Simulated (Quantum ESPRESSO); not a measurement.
# BAs (F-43m) in Quantum ESPRESSO: a series of runs

The runs below take BAs through band structure, with PBE.

Everything below comes from runs of Quantum ESPRESSO 7.5. Logs are shortened: lines on timing, memory, paths and dates and some standing lists are left out, and cuts for length are marked.

### 1 The structure

The structure is cubic, space group F-43m (No. 216). Conventional cell: a = 4.777 Å, b = 4.777 Å, c = 4.777 Å, α = 90.00°, β = 90.00°, γ = 90.00°. As (site symmetry -43m) has 4 B at 2.07 Å as nearest neighbours. Around B (site symmetry -43m) lie 4 As at 2.07 Å.

### 2 Band structure, PBE

File pw.in:

```
&CONTROL
  calculation = 'scf'
  prefix = 'pwscf'
  outdir = './tmp'
  pseudo_dir = './pseudo'
  tprnfor = .true.
  tstress = .true.
  disk_io = 'low'
/
&SYSTEM
  ibrav = 0
  A = 3.37784909
  nat = 2
  ntyp = 2
  ecutwfc = 84
  nbnd = 15
  occupations = 'smearing'
  smearing = 'fd'
  degauss = 0.00367493
/
&ELECTRONS
  conv_thr = 4d-10
  electron_maxstep = 120
  mixing_beta = 0.5
/
ATOMIC_SPECIES
As    74.9216 As.upf
B     10.8100 B.upf
CELL_PARAMETERS alat
   0.0000000000    0.7071067820    0.7071067820
   0.7071067820    0.0000000000    0.7071067820
   0.7071067820    0.7071067820    0.0000000000
ATOMIC_POSITIONS alat
As     1.0606601730    1.0606601730    1.0606601730
B      0.0000000000    0.0000000000    0.0000000000
K_POINTS automatic
10 10 10 0 0 0
```

File bands.in:

```
&CONTROL
  calculation = 'bands'
  prefix = 'pwscf'
  outdir = './tmp'
  pseudo_dir = './pseudo'
  disk_io = 'low'
  verbosity = 'high'
/
&SYSTEM
  ibrav = 0
  A = 3.37784909
  nat = 2
  ntyp = 2
  ecutwfc = 84
  nbnd = 15
  occupations = 'smearing'
  smearing = 'fd'
  degauss = 0.00367493
/
&ELECTRONS
  conv_thr = 1d-08
  electron_maxstep = 120
  mixing_beta = 0.5
  diago_full_acc = .true.
  startingwfc = 'random'
/
ATOMIC_SPECIES
As    74.9216 As.upf
B     10.8100 B.upf
CELL_PARAMETERS alat
   0.0000000000    0.7071067820    0.7071067820
   0.7071067820    0.0000000000    0.7071067820
   0.7071067820    0.7071067820    0.0000000000
ATOMIC_POSITIONS alat
As     1.0606601730    1.0606601730    1.0606601730
B      0.0000000000    0.0000000000    0.0000000000
K_POINTS crystal
60
 0.0000000000  0.0000000000  0.0000000000 1
 0.0625000000  0.0000000000  0.0625000000 1
 0.1250000000  0.0000000000  0.1250000000 1
 0.1875000000  0.0000000000  0.1875000000 1
 0.2500000000  0.0000000000  0.2500000000 1
 0.3125000000  0.0000000000  0.3125000000 1
 0.3750000000  0.0000000000  0.3750000000 1
 0.4375000000  0.0000000000  0.4375000000 1
 0.5000000000  0.0000000000  0.5000000000 1
 0.5000000000  0.0625000000  0.5625000000 1
 0.5000000000  0.1250000000  0.6250000000 1
 0.5000000000  0.1875000000  0.6875000000 1
 0.5000000000  0.2500000000  0.7500000000 1
 0.4375000000  0.3125000000  0.7500000000 1
 0.3750000000  0.3750000000  0.7500000000 1
 0.3375000000  0.3375000000  0.6750000000 1
 0.3000000000  0.3000000000  0.6000000000 1
 0.2625000000  0.2625000000  0.5250000000 1
 0.2250000000  0.2250000000  0.4500000000 1
 0.1875000000  0.1875000000  0.3750000000 1
 0.1500000000  0.1500000000  0.3000000000 1
 0.1125000000  0.1125000000  0.2250000000 1
 0.0750000000  0.0750000000  0.1500000000 1
 0.0375000000  0.0375000000  0.0750000000 1
 0.0000000000  0.0000000000  0.0000000000 1
 0.0625000000  0.0625000000  0.0625000000 1
 0.1250000000  0.1250000000  0.1250000000 1
 0.1875000000  0.1875000000  0.1875000000 1
 0.2500000000  0.2500000000  0.2500000000 1
 0.3125000000  0.3125000000  0.3125000000 1
 0.3750000000  0.3750000000  0.3750000000 1
 0.4375000000  0.4375000000  0.4375000000 1
 0.5000000000  0.5000000000  0.5000000000 1
 0.5250000000  0.4500000000  0.5250000000 1
 0.5500000000  0.4000000000  0.5500000000 1
 0.5750000000  0.3500000000  0.5750000000 1
 0.6000000000  0.3000000000  0.6000000000 1
 0.6250000000  0.2500000000  0.6250000000 1
 0.5833333333  0.2500000000  0.6666666667 1
 0.5416666667  0.2500000000  0.7083333333 1
 0.5000000000  0.2500000000  0.7500000000 1
 0.5000000000  0.2857142857  0.7142857143 1
 0.5000000000  0.3214285714  0.6785714286 1
 0.5000000000  0.3571428571  0.6428571429 1
 0.5000000000  0.3928571429  0.6071428571 1
 0.5000000000  0.4285714286  0.5714285714 1
 0.5000000000  0.4642857143  0.5357142857 1
 0.5000000000  0.5000000000  0.5000000000 1
 0.4821428571  0.4821428571  0.5357142857 1
 0.4642857143  0.4642857143  0.5714285714 1
 0.4464285714  0.4464285714  0.6071428571 1
 0.4285714286  0.4285714286  0.6428571429 1
 0.4107142857  0.4107142857  0.6785714286 1
 0.3928571429  0.3928571429  0.7142857143 1
 0.3750000000  0.3750000000  0.7500000000 1
 0.6250000000  0.2500000000  0.6250000000 1
 0.5937500000  0.1875000000  0.5937500000 1
 0.5625000000  0.1250000000  0.5625000000 1
 0.5312500000  0.0625000000  0.5312500000 1
 0.5000000000  0.0000000000  0.5000000000 1
```

Potentials or basis: PseudoDojo 0.4.1 SR PBE standard.

Command:

```bash
> OMP_NUM_THREADS=1 pw.x -in pw.in > pw.out
> OMP_NUM_THREADS=1 pw.x -in bands.in > bands.out
```

pw.out:

```text
This program is part of the open-source Quantum ESPRESSO suite
     for quantum simulation of materials; please cite
         "P. Giannozzi et al., J. Phys.:Condens. Matter 21 395502 (2009);
         "P. Giannozzi et al., J. Phys.:Condens. Matter 29 465901 (2017);
         "P. Giannozzi et al., J. Chem. Phys. 152 154105 (2020);
     in publications or presentations arising from this work. More details at

     Message from routine setup:
     using ibrav=0 with symmetry is DISCOURAGED, use correct ibrav instead

     G-vector sticks info
     --------------------
     sticks:   dense  smooth     PW     G-vecs:    dense   smooth      PW
     Sum         955     955    283                19195    19195    3143

     Using Slab Decomposition

     bravais-lattice index     =            0
     lattice parameter (alat)  =       6.3832  a.u.
     unit-cell volume          =     183.9087 (a.u.)^3
     number of atoms/cell      =            2
     number of atomic types    =            2
     number of electrons       =        18.00
     number of Kohn-Sham states=           15
     kinetic-energy cutoff     =      84.0000  Ry
     charge density cutoff     =     336.0000  Ry
     scf convergence threshold =      4.0E-10
     mixing beta               =       0.5000
     number of iterations used =            8  plain     mixing
     Exchange-correlation= PBE
                           (   1   4   3   4   0   0   0)

     celldm(1)=   6.383210  celldm(2)=   0.000000  celldm(3)=   0.000000
     celldm(4)=   0.000000  celldm(5)=   0.000000  celldm(6)=   0.000000

     crystal axes: (cart. coord. in units of alat)
               a(1) = (   0.000000   0.707107   0.707107 )
               a(2) = (   0.707107   0.000000   0.707107 )
               a(3) = (   0.707107   0.707107   0.000000 )

     reciprocal axes: (cart. coord. in units 2 pi/alat)
               b(1) = ( -0.707107  0.707107  0.707107 )
               b(2) = (  0.707107 -0.707107  0.707107 )
               b(3) = (  0.707107  0.707107 -0.707107 )

     PseudoPot. # 1 for As read from file:
     As.upf
     Pseudo is Norm-conserving + core correction, Zval = 15.0
     Generated using ONCVPSP code by D. R. Hamann
     Using radial grid of 1358 points,  6 beta functions with:
                l(1) =   0
                l(2) =   0
                l(3) =   1
                l(4) =   1
                l(5) =   2
                l(6) =   2

     PseudoPot. # 2 for B  read from file:
     B.upf
     Pseudo is Norm-conserving + core correction, Zval =  3.0
     Generated using ONCVPSP code by D. R. Hamann
     Using radial grid of 1534 points,  4 beta functions with:
                l(1) =   0
                l(2) =   0
                l(3) =   1
                l(4) =   1

     atomic species   valence    mass     pseudopotential
     As               15.00    74.92160     As( 1.00)
     B                 3.00    10.81000     B ( 1.00)

     24 Sym. Ops. (no inversion) found

   Cartesian axes

     site n.     atom                  positions (alat units)
         1        As     tau(   1) = (   1.0606602   1.0606602   1.0606602  )
         2        B      tau(   2) = (   0.0000000   0.0000000   0.0000000  )

     number of k points=    47  Fermi-Dirac smearing, width (Ry)=  0.0037
                       cart. coord. in units 2pi/alat
        k(    1) = (   0.0000000   0.0000000   0.0000000), wk =   0.0020000
        k(    2) = (   0.0707107   0.0707107  -0.0707107), wk =   0.0160000
        k(    3) = (   0.1414214   0.1414214  -0.1414214), wk =   0.0160000
        k(    4) = (   0.2121320   0.2121320  -0.2121320), wk =   0.0160000
        k(    5) = (   0.2828427   0.2828427  -0.2828427), wk =   0.0160000
        k(    6) = (  -0.3535534  -0.3535534   0.3535534), wk =   0.0080000
[... 39 lines left out ...]
        k(   46) = (  -0.0707107  -0.3535534   0.6363961), wk =   0.0480000
        k(   47) = (  -0.7071068   0.2828427   0.0000000), wk =   0.0240000

     Dense  grid:    19195 G-vectors     FFT dimensions: (  40,  40,  40)

     Initial potential from superposition of free atoms

     starting charge      17.9995, renormalised to      18.0000
     Starting wfcs are   13 randomized atomic wfcs +    2 random wfcs

     Self-consistent Calculation

     iteration #  1     ecut=    84.00 Ry     beta= 0.50
     Davidson diagonalization with overlap
     ethr =  1.00E-02,  avg # of iterations =  5.3

     Threshold (ethr) on eigenvalues was too large:
     Diagonalizing with lowered threshold

     Davidson diagonalization with overlap
     ethr =  8.45E-04,  avg # of iterations =  1.1

     total energy              =    -217.99041026 Ry
     estimated scf accuracy    <       0.15319955 Ry

     iteration #  2     ecut=    84.00 Ry     beta= 0.50
     Davidson diagonalization with overlap
     ethr =  8.51E-04,  avg # of iterations =  2.3
[... 43 lines left out ...]
     total energy              =    -218.01896184 Ry
     estimated scf accuracy    <          5.9E-10 Ry

     iteration #  9     ecut=    84.00 Ry     beta= 0.50
     Davidson diagonalization with overlap
     ethr =  3.26E-12,  avg # of iterations =  2.4

     End of self-consistent calculation

          k = 0.0000 0.0000 0.0000 (  2421 PWs)   bands (ev):

   -24.5688 -24.5688 -24.5688 -24.5495 -24.5495  -4.0547  11.3421  11.3421
    11.3421  14.6346  14.6346  14.6346  16.0298  20.9509  24.5096

          k = 0.0707 0.0707-0.0707 (  2385 PWs)   bands (ev):

   -24.5685 -24.5680 -24.5680 -24.5494 -24.5494  -3.8906   9.9497  11.0415
    11.0415  14.7778  15.0317  15.0317  16.9083  21.5915  23.3818

          k = 0.1414 0.1414-0.1414 (  2409 PWs)   bands (ev):
[... 51 lines left out ...]
   -24.5662 -24.5636 -24.5636 -24.5488 -24.5472  -2.2010   4.6990   8.5784
     9.9489  14.8425  16.2497  16.5253  19.6844  22.3375  23.2440

          k =-0.0707-0.2121 0.2121 (  2398 PWs)   bands (ev):

   -24.5674 -24.5653 -24.5646 -24.5498 -24.5480  -3.0377   6.8182   8.9393
    10.5437  15.0570  15.7332  16.4561  18.6514  21.6046  23.1003

          k = 0.0000-0.1414 0.1414 (  2387 PWs)   bands (ev):

   -24.5683 -24.5672 -24.5663 -24.5498 -24.5488  -3.6195   8.8954   9.7266
    11.0417  15.0700  15.1038  15.7765  17.7672  22.0614  22.4996

          k = 0.2828 0.0000-0.0000 (  2385 PWs)   bands (ev):

   -24.5706 -24.5634 -24.5634 -24.5514 -24.5474  -3.1870   8.3485   9.2155
     9.2155  13.3505  16.6853  17.6914  17.6914  21.1507  23.9231

          k = 0.3536 0.0707-0.0707 (  2390 PWs)   bands (ev):
[... 16 lines left out ...]
   -24.5657 -24.5617 -24.5598 -24.5485 -24.5472  -0.7696   3.1136   6.8031
     8.8408  14.4379  17.4802  17.8742  20.4532  22.5151  24.0255

          k =-0.0707-0.3536 0.3536 (  2396 PWs)   bands (ev):

   -24.5652 -24.5630 -24.5610 -24.5489 -24.5475  -1.5095   4.3122   6.7337
     9.3916  14.8870  17.3043  17.5756  19.4940  22.1485  23.5049

          k = 0.0000-0.2828 0.2828 (  2401 PWs)   bands (ev):

   -24.5663 -24.5635 -24.5631 -24.5499 -24.5474  -2.3764   5.8779   7.2801
    10.0516  15.2896  16.4807  17.3750  18.3779  21.3370  24.0256

          k = 0.4243-0.0000 0.0000 (  2397 PWs)   bands (ev):

   -24.5722 -24.5585 -24.5585 -24.5532 -24.5456  -2.1408   6.1345   8.1601
     8.1601  12.7567  15.0292  19.8207  19.8207  22.3816  26.4018

          k = 0.4950 0.0707-0.0707 (  2395 PWs)   bands (ev):

   -24.5720 -24.5571 -24.5567 -24.5534 -24.5449  -1.4142   4.8920   7.3753
     7.8635  13.0578  14.7653  20.2039  20.4414  23.4370  27.1657

          k =-0.1414-0.5657 0.5657 (  2384 PWs)   bands (ev):
[... 21 lines left out ...]
   -24.5729 -24.5551 -24.5538 -24.5538 -24.5441  -0.1367   3.2351   6.7646
     7.4229  12.9007  13.8473  21.9754  22.0117  23.9245  27.9813

          k =-0.0000-0.5657 0.5657 (  2386 PWs)   bands (ev):

   -24.5706 -24.5558 -24.5545 -24.5533 -24.5451   0.1505   3.0853   5.7290
     7.6537  13.1901  15.7436  21.2214  21.5317  22.7117  25.7833

          k =-0.7071 0.0000 0.0000 (  2402 PWs)   bands (ev):

   -24.5739 -24.5554 -24.5531 -24.5531 -24.5435   0.1234   2.8287   7.2699
     7.2699  12.7963  12.8007  22.7331  22.7331  24.2334  28.6099

          k = 0.2828 0.1414 0.0000 (  2398 PWs)   bands (ev):

   -24.5691 -24.5637 -24.5635 -24.5508 -24.5474  -2.9805   7.2609   8.4776
     9.9649  14.4157  16.3318  17.4795  17.7080  21.6049  24.0616

          k = 0.3536 0.2121-0.0707 (  2393 PWs)   bands (ev):

   -24.5679 -24.5627 -24.5615 -24.5504 -24.5467  -2.2263   5.4411   7.7579
     9.4179  14.9426  16.3516  17.6248  18.3965  22.2977  24.3479

          k =-0.2828-0.4243 0.5657 (  2402 PWs)   bands (ev):
[... 21 lines left out ...]
   -24.5667 -24.5610 -24.5566 -24.5506 -24.5463  -0.4236   3.3032   6.2112
     7.8596  14.7252  17.2760  18.5134  20.3373  22.0330  25.8873

          k =-0.0707-0.3536 0.4950 (  2387 PWs)   bands (ev):

   -24.5653 -24.5624 -24.5572 -24.5498 -24.5471  -0.6200   3.5898   5.9799
     8.1963  15.1189  17.0322  18.6972  20.4800  21.5423  24.3967

          k = 0.0000-0.2828 0.4243 (  2388 PWs)   bands (ev):

   -24.5664 -24.5626 -24.5589 -24.5503 -24.5468  -1.4364   4.6814   6.3433
     8.8046  15.5058  16.5932  17.6247  19.5858  22.3853  24.1958

          k =-0.1414-0.5657 0.7071 (  2392 PWs)   bands (ev):

   -24.5716 -24.5567 -24.5548 -24.5535 -24.5447  -0.6783   3.9698   6.8798
     7.2769  13.6061  14.5343  20.0965  21.7058  23.6636  27.0728

          k =-0.0707-0.4950 0.6364 (  2393 PWs)   bands (ev):

   -24.5695 -24.5577 -24.5544 -24.5527 -24.5453  -0.0195   3.3243   5.9405
     7.1697  14.1292  15.9060  19.6745  21.2882  23.0959  26.5123

          k =-0.0000-0.4243 0.5657 (  2380 PWs)   bands (ev):

   -24.5669 -24.5600 -24.5550 -24.5514 -24.5466  -0.0095   3.3776   5.3615
     7.5423  14.5340  17.9869  18.9835  19.9642  22.1697  25.0333

          k =-0.7071 0.1414 0.0000 (  2384 PWs)   bands (ev):

   -24.5720 -24.5550 -24.5547 -24.5529 -24.5443   0.1760   2.9634   6.7503
     6.8267  13.7738  13.8460  21.6152  21.8931  23.8510  27.4549

          k =-0.1414-0.4243 0.7071 (  2386 PWs)   bands (ev):

   -24.5670 -24.5609 -24.5550 -24.5516 -24.5462  -0.3482   3.7240   5.8861
     7.1902  15.7804  16.6769  17.4839  21.0389  22.5111  25.6695

          k =-0.0707-0.3536 0.6364 (  2390 PWs)   bands (ev):

   -24.5654 -24.5619 -24.5544 -24.5514 -24.5466   0.0598   3.3651   5.6555
     6.8515  16.0964  17.0832  18.2552  19.4302  22.8031  26.2716

          k =-0.7071 0.2828 0.0000 (  2396 PWs)   bands (ev):

   -24.5672 -24.5599 -24.5539 -24.5520 -24.5460   0.2663   3.2372   5.9948
     6.2460  15.8917  16.2209  19.1887  19.3023  23.6955  26.9599

     the Fermi energy is    11.9227 ev

!    total energy              =    -218.01896184 Ry
     estimated scf accuracy    <          4.1E-11 Ry
     smearing contrib. (-TS)   =      -0.00000001 Ry
     internal energy E=F+TS    =    -218.01896183 Ry

     The total energy is F=E-TS. E is the sum of the following terms:
     one-electron contribution =    -102.13042086 Ry
     hartree contribution      =      60.97139476 Ry
     xc contribution           =     -50.01781298 Ry
     ewald contribution        =    -126.84212275 Ry

     convergence has been achieved in   9 iterations

     Forces acting on atoms (cartesian axes, Ry/au):

     atom    1 type  1   force =    -0.00000000    0.00000000    0.00000000
     atom    2 type  2   force =     0.00000000    0.00000000    0.00000000

     Total force =     0.000000     Total SCF correction =     0.000000

     Computing stress (Cartesian axis) and pressure

          total   stress  (Ry/bohr**3)                   (kbar)     P=       27.45
   0.00018659  -0.00000000  -0.00000000           27.45       -0.00       -0.00
  -0.00000000   0.00018659  -0.00000000           -0.00       27.45       -0.00
  -0.00000000  -0.00000000   0.00018659           -0.00       -0.00       27.45

=------------------------------------------------------------------------------=
   JOB DONE.
=------------------------------------------------------------------------------=
```

It took 49 s on 1 thread of Arm Neoverse V2, shared host; peak memory 0.09 GiB.

What came out:

```
Free energy             : -2966.2991 eV
Pressure                : 2.7 GPa
Band gap on the k mesh  : 1.20 eV, indirect (least direct gap 3.29 eV)
Band gap along the path : 1.21 eV, indirect (least direct gap 3.29 eV)
```

Levels at the corners of the path, in eV from the valence-band top:
| point | band 6 | band 7 | band 8 | band 9 | band 10 | band 11 | band 12 | band 13 |
| --- | --- | --- | --- | --- | --- | --- | --- | --- |
| Γ | -15.40 | 0.00 | 0.00 | 0.00 | 3.29 | 3.29 | 3.29 | 4.69 |
| X | -11.22 | -8.51 | -4.07 | -4.07 | 1.45 | 1.46 | 11.39 | 11.39 |
| W | -11.06 | -8.05 | -5.48 | -5.18 | 5.28 | 5.95 | 6.83 | 7.06 |
| K | -11.26 | -8.13 | -5.94 | -3.48 | 2.06 | 5.57 | 9.24 | 9.78 |
| Γ | -15.40 | 0.00 | 0.00 | 0.00 | 3.29 | 3.29 | 3.29 | 4.69 |
| L | -12.53 | -8.77 | -1.82 | -1.82 | 2.70 | 4.81 | 4.81 | 8.91 |
| U | -11.26 | -8.13 | -5.94 | -3.48 | 2.06 | 5.57 | 9.24 | 9.78 |
| W | -11.06 | -8.05 | -5.48 | -5.18 | 5.28 | 5.95 | 6.83 | 7.06 |
| L | -12.53 | -8.77 | -1.82 | -1.82 | 2.70 | 4.81 | 4.81 | 8.91 |
| K | -11.26 | -8.13 | -5.94 | -3.48 | 2.06 | 5.57 | 9.24 | 9.78 |
| U | -11.26 | -8.13 | -5.94 | -3.48 | 2.06 | 5.57 | 9.24 | 9.78 |
| X | -11.22 | -8.51 | -4.07 | -4.07 | 1.45 | 1.46 | 11.39 | 11.39 |

(Continued in part 2 of 2.)
